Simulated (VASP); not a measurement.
# Hg (C2/m) in VASP: further runs

One crystal, Hg, is run at these levels: r2SCAN; tasks: single point.

All numbers are computed with VASP 6.6.1; they aren't measurements. Logs are shortened: lines on timing, memory, paths and dates and some standing lists are left out, and cuts for length are marked.

**1. The crystal as given**

Symmetry: C2/m, No. 12, monoclinic system. Conventional cell: a = 4.249 Å, b = 5.345 Å, c = 3.583 Å, α = 90.00°, β = 126.18°, γ = 90.00°. Hg (site symmetry 2/m) has 8 Hg at 3.41 to 3.59 Å as nearest neighbours.

**2. Single point, r2SCAN**

Input file INCAR:

```
SYSTEM = Hg
PREC = Accurate
ENCUT = 340
EDIFF = 1E-6
ISMEAR = 0
SIGMA = 0.1
LREAL = .FALSE.
LASPH = .TRUE.
NELM = 100
ALGO = Normal
ISIF = 2
LWAVE = .FALSE.
LCHARG = .FALSE.
METAGGA = R2SCAN
LMIXTAU = .TRUE.
NBANDS = 12
ADDGRID = .FALSE.
```

Input file KPOINTS:

```
Automatic mesh
0
G
  2 2 2
  0 0 0
```

Input file POSCAR:

```
Hg
1.0
    2.1243184923     -2.6725824964      0.0000000000
    2.1243184923      2.6725824964      0.0000000000
   -2.1151288124      0.0000000000      2.8921990043
Hg
1
Direct
    0.0000000000      0.0000000000      0.0000000000
```

Potentials or basis: VASP PAW PBE potentials, release 64 (Hg).

Command:

```bash
$ cat potpaw_PBE.64/Hg/POTCAR > POTCAR
$ mpirun -np 1 vasp_std > vasp.out
```

OUTCAR:

```text
SYSTEM = Hg
   PREC = Accurate
   ENCUT = 340
   EDIFF = 1E-6
   ISMEAR = 0
   LREAL = .FALSE.
   LASPH = .TRUE.
   NELM = 100
   ISIF = 2
   METAGGA = R2SCAN

 Found      6 irreducible k-points:

 Following reciprocal coordinates:
            Coordinates               Weight
  0.000000  0.000000  0.000000      1.000000
  0.500000  0.000000  0.000000      2.000000
  0.500000  0.500000  0.000000      1.000000
  0.000000  0.000000  0.500000      1.000000
  0.500000  0.000000  0.500000      2.000000
  0.500000  0.500000  0.500000      1.000000
   k-points           NKPTS =      6   k-points in BZ     NKDIM =      6   number of bands    NBANDS=     12
   number of dos      NEDOS =    301   number of ions     NIONS =      1
   total plane-waves  NPLWV =  13824
   dimension x,y,z NGX =    24 NGY =   24 NGZ =   24
   dimension x,y,z NGXF=    48 NGYF=   48 NGZF=   48
   ions per type =               1
   NGX,Y,Z   is equivalent  to a cutoff of  11.69, 11.69, 11.14 a.u.
   NGXF,Y,Z  is equivalent  to a cutoff of  23.37, 23.37, 22.27 a.u.
 SYSTEM =  Hg
   PREC   = accura    normal or accurate (medium, high low for compatibility)
   ISTART =      0    job   : 0-new  1-cont  2-samecut
   ICHARG =      2    charge: 1-file 2-atom 10-const
   ISPIN  =      1    spin polarized calculation?
   LNONCOLLINEAR =      F non collinear calculations
   LSORBIT =      F    spin-orbit coupling
   LASPH  =      T    aspherical Exc in radial PAW
   ENCUT  =  340.0 eV  24.99 Ry    5.00 a.u.   5.13  5.13  5.39*2*pi/ulx,y,z
   NELM   =    100;   NELMIN=  2; NELMDL= -5     # of ELM steps
   EDIFF  = 0.1E-05   stopping-criterion for ELM
   LREAL  =      F    real-space projection
   EDIFFG = 0.1E-04   stopping-criterion for IOM
   NSW    =      0    number of steps for IOM
   IBRION =     -1    ionic relax: 0-MD 1-quasi-New 2-CG
   NFREE  =      0    steps in history (QN), initial steepest desc. (CG)
   ISIF   =      2    stress and relaxation
   ISYM   =      2    0-nonsym 1-usesym 2-fastsym
   POTIM  = 0.5000    time-step for ionic-motion
   TEBEG  =    0.0;   TEEND  =   0.0 temperature during run
   PSTRESS=    0.0 pullay stress
   NELECT =      12.0000    total number of electrons
   NUPDOWN=      -1.0000    fix difference up-down
   EMIN   =  10.00;   EMAX   =-10.00  energy-range for DOS
   EFERMI =   0.00;   METHOD = LEGACY
   ISMEAR =     0;   SIGMA  =   0.10  broadening in eV -4-tet -1-fermi 0-gaus
   EFERMI_NEDOS =   21; number of points for ismear=-14 and -15
   IALGO  =     38    algorithm
   IMIX   =      4    mixing-type and parameters
     AMIX     =   0.40;   BMIX     =  1.00
     AMIX_MAG =   1.60;   BMIX_MAG =  1.00
  volume/ion in A,a.u.               =      32.84       221.62
  Fermi-wavevector in a.u.,A,eV,Ry     =   1.170395  2.211725 18.637577  1.369823
  Thomas-Fermi vector in A             =   2.306854
   LORBIT       =      0    0 simple, 1 ext, 2 COOP (PROOUT), +10 PAW based schemes
   METAGGA = R2SCAN    functional components
   LHFCALC =     F    Hartree Fock is set to
   AEXX    =    0.0000 exact exchange contribution
   IVDW    =     0    specifies the selected vdW correction
   LEPSILON=     F    determine dielectric tensor
   LRPA    =     F    only Hartree local field effects (RPA)
 non-spin polarized calculation
 Gauss-broadening in eV      SIGMA  =   0.10
  energy-cutoff  :      340.00
  volume of cell :       32.84
 maximum number of plane-waves:       480
 NGX is ok and might be reduce to    24
   NGX = 11   NGY = 11   NGZ = 11

 number of electron      12.0000005 magnetization

 Free energy of the ion-electron system (eV)
  ---------------------------------------------------
  ext. energy  EPLUGINS =         0.00000000
  ---------------------------------------------------
  free energy    TOTEN  =       -47.93003638 eV

  energy without entropy =      -47.90538260  energy(sigma->0) =      -47.91770949

 E-fermi :   0.3305     XC(G=0):  -9.4952

 val. band max:       -0.6146765254   @ k =   0.5000   0.5000   0.0000
 cond. band min:       0.3831471244   @ k =   0.5000   0.0000   0.0000
 fundamental gap:      0.9978236498
 Fermi energy:         0.3305249116

 k-point     1 :       0.0000    0.0000    0.0000
  band No.  band energies     occupation
      1      -6.3837      2.00000
      2      -6.0365      2.00000
      3      -5.8038      2.00000
      4      -5.7759      2.00000
      5      -5.4670      2.00000
      6      -5.3502      2.00000
      7      12.6902      0.00000
      8      12.8622      0.00000
      9      13.3037      0.00000
     10      14.6091      0.00000
     11      14.8487      0.00000
     12      17.0311      0.00000

 k-point     2 :       0.5000    0.0000    0.0000
  band No.  band energies     occupation
      1      -6.2321      2.00000
      2      -6.0643      2.00000
      3      -5.5228      2.00000
      4      -5.3653      2.00000
      5      -5.0802      2.00000
      6      -1.5000      2.00000
      7       0.3831      0.45676
      8       8.6378      0.00000
      9      10.6458      0.00000
     10      12.8391      0.00000
     11      14.8018      0.00000
     12      17.1592      0.00000

 k-point     3 :       0.5000    0.5000    0.0000
  band No.  band energies     occupation
      1      -6.2248      2.00000
      2      -6.1101      2.00000
      3      -5.4111      2.00000
      4      -5.3796      2.00000
      5      -4.9787      2.00000
      6      -0.6147      2.00000
      7       0.9276      0.00000
      8       7.4788      0.00000
      9       8.7424      0.00000
     10      11.5176      0.00000
     11      12.9609      0.00000
     12      19.1076      0.00000

 k-point     4 :       0.0000    0.0000    0.5000
  band No.  band energies     occupation
      1      -6.2561      2.00000
      2      -6.2560      2.00000
      3      -5.3203      2.00000
      4      -5.3001      2.00000
      5      -5.1019      2.00000
      6      -1.6409      2.00000
      7       0.3917      0.38666
      8       8.5085      0.00000
      9       9.3349      0.00000
     10      12.3531      0.00000
     11      13.7669      0.00000
     12      21.4282      0.00000

 k-point     5 :       0.5000    0.0000    0.5000
  band No.  band energies     occupation
      1      -6.2344      2.00000
      2      -6.0566      2.00000
      3      -5.5216      2.00000
      4      -5.3661      2.00000
      5      -5.0801      2.00000
      6      -1.4775      2.00000
      7       0.3966      0.34991
      8       8.5812      0.00000
      9      10.6609      0.00000
     10      12.7833      0.00000
     11      14.8156      0.00000
     12      17.1032      0.00000

 k-point     6 :       0.5000    0.5000    0.5000
  band No.  band energies     occupation
      1      -6.2178      2.00000
      2      -6.2035      2.00000
      3      -5.2255      2.00000
      4      -5.1720      2.00000
      5      -5.0297      2.00000
      6       1.5184      0.00000
      7       3.5522      0.00000
      8       4.7384      0.00000
      9       5.1690      0.00000
     10       9.1751      0.00000
     11       9.9911      0.00000
     12      21.3534      0.00000

------------------------ aborting loop because EDIFF is reached ----------------------------------------

  FORCE on cell =-STRESS in cart. coord.  units (eV):
  Direction    XX          YY          ZZ          XY          YZ          ZX
  --------------------------------------------------------------------------------------
  -------------------------------------------------------------------------------------
  Total        1.5907797      2.5650813      1.7039911      0.0000000      0.0000000      0.0320982
  in kB       77.6089332    125.1419160     83.1321431      0.0000000      0.0000000      1.5659677
  external PRESSURE =      95.2943307 kB  Pullay stress =       0.0000000 kB

 VOLUME and BASIS-vectors are now :
 -----------------------------------------------------------------------------
  energy-cutoff  :      340.00
  volume of cell :       32.84
      direct lattice vectors                 reciprocal lattice vectors
     2.124318492 -2.672582496  0.000000000     0.235369603 -0.187084964  0.172130973
     2.124318492  2.672582496  0.000000000     0.235369603  0.187084964  0.172130973
    -2.115128812  0.000000000  2.892199004     0.000000000  0.000000000  0.345757674

 POSITION                                       TOTAL-FORCE (eV/Angst)
 -----------------------------------------------------------------------------------
      0.00000      0.00000      0.00000        -0.000000      0.000000      0.000000
 -----------------------------------------------------------------------------------
    total drift:                                0.000000     -0.000000      0.000000

  FREE ENERGIE OF THE ION-ELECTRON SYSTEM (eV)
  ---------------------------------------------------
  free  energy   TOTEN  =       -47.9300363754 eV

  energy  without entropy=      -47.9053825982  energy(sigma->0) =      -47.91770949
```

Wall time 13 s (1 thread of Intel Xeon Platinum 8259CL at 2.50GHz (Skylake/Cascade Lake), shared host); peak memory 0.13 GiB.

The run converged, but some of its settings lie outside the range that counts as converged, so its numbers aren't taken as properties of the crystal.

What came out:

| Quantity | Value |
| --- | --- |
| Free energy | -47.9300 eV |
| Pressure | 9.5 GPa |
| Band gap on the k mesh | none (metal or under the smearing width) |

Caveat: the k mesh is coarse (spacing up to 1.09 Å⁻¹), so the values aren't converged; the PAW data sets were made with another functional, which shifts forces and pressure a little.

**3. Single point, r2SCAN**

INCAR: that of step 2 with these lines changed.

```diff
@@ -2,3 +2,3 @@
 PREC = Accurate
-ENCUT = 340
+ENCUT = 400
 EDIFF = 1E-6
```

KPOINTS is that of step 2.

POSCAR is that of step 2.

Potentials or basis: VASP PAW PBE potentials, release 64 (Hg).

Command:

```bash
$ cat potpaw_PBE.64/Hg/POTCAR > POTCAR
$ mpirun -np 1 vasp_std > vasp.out
```

Run time: 14 s. Hardware: 1 thread of Intel Xeon Platinum 8259CL at 2.50GHz (Skylake/Cascade Lake), shared host; peak memory 0.14 GiB.

The run converged, but some of its settings lie outside the range that counts as converged, so its numbers aren't taken as properties of the crystal.

Results:

| Quantity | Value |
| --- | --- |
| Free energy | -47.9321 eV |
| Pressure | 10.1 GPa |
| Band gap on the k mesh | none (metal or under the smearing width) |

Caveat: the k mesh is coarse (spacing up to 1.09 Å⁻¹), so the values aren't converged; the PAW data sets were made with another functional, which shifts forces and pressure a little.

**4. Single point, r2SCAN**

INCAR: that of step 3 with these lines changed.

```diff
@@ -2,3 +2,3 @@
 PREC = Accurate
-ENCUT = 400
+ENCUT = 460
 EDIFF = 1E-6
```

KPOINTS is that of step 3.

POSCAR is that of step 3.

Command:

```bash
$ cat potpaw_PBE.64/Hg/POTCAR > POTCAR
$ mpirun -np 1 vasp_std > vasp.out
```

It took 18 s on 1 thread of Intel Xeon Platinum 8259CL at 2.50GHz (Skylake/Cascade Lake), shared host; peak memory 0.14 GiB.

The run converged, but some of its settings lie outside the range that counts as converged, so its numbers aren't taken as properties of the crystal.

What came out:

| Item | Value |
| --- | --- |
| Free energy | -47.9324 eV |
| Pressure | 10.1 GPa |
| Band gap on the k mesh | none (metal or under the smearing width) |

Caveat: the k mesh is coarse (spacing up to 1.09 Å⁻¹), so the values aren't converged; the PAW data sets were made with another functional, which shifts forces and pressure a little.

**5. Single point, r2SCAN**

INCAR: that of step 4 with these lines changed.

```diff
@@ -2,3 +2,3 @@
 PREC = Accurate
-ENCUT = 460
+ENCUT = 220
 EDIFF = 1E-6
```

Input file KPOINTS:

```
Automatic mesh
0
G
  3 3 3
  0 0 0
```

POSCAR is that of step 4.

Command:

```bash
$ cat potpaw_PBE.64/Hg/POTCAR > POTCAR
$ mpirun -np 1 vasp_std > vasp.out
```

It took 11 s on 1 thread of Intel Xeon Platinum 8259CL at 2.50GHz (Skylake/Cascade Lake), shared host; peak memory 0.12 GiB.

The run converged, but a check on its numbers failed (symmetry, net force, bounds or a known fault of this set-up), so they aren't taken as properties of the crystal.

Caveat: the k mesh is coarse (spacing up to 0.73 Å⁻¹), so the values aren't converged; the cutoff lies under the usual one of these potentials, so the numbers hold a large basis-set error; the mesh shows a gap though the element is a metal; the PAW data sets were made with another functional, which shifts forces and pressure a little.

**6. For comparison**

An earlier run on the cell as given: functional PBE; potentials or basis VASP PAW PBE potentials, release 64 (Hg); cutoff 520 eV; k mesh 9 × 9 × 9; occupations fermi-dirac, width 0.05 eV; no spin polarisation.

* Pressure: -0.5 GPa
* Band gap on the k mesh: none (metal or under the smearing width)
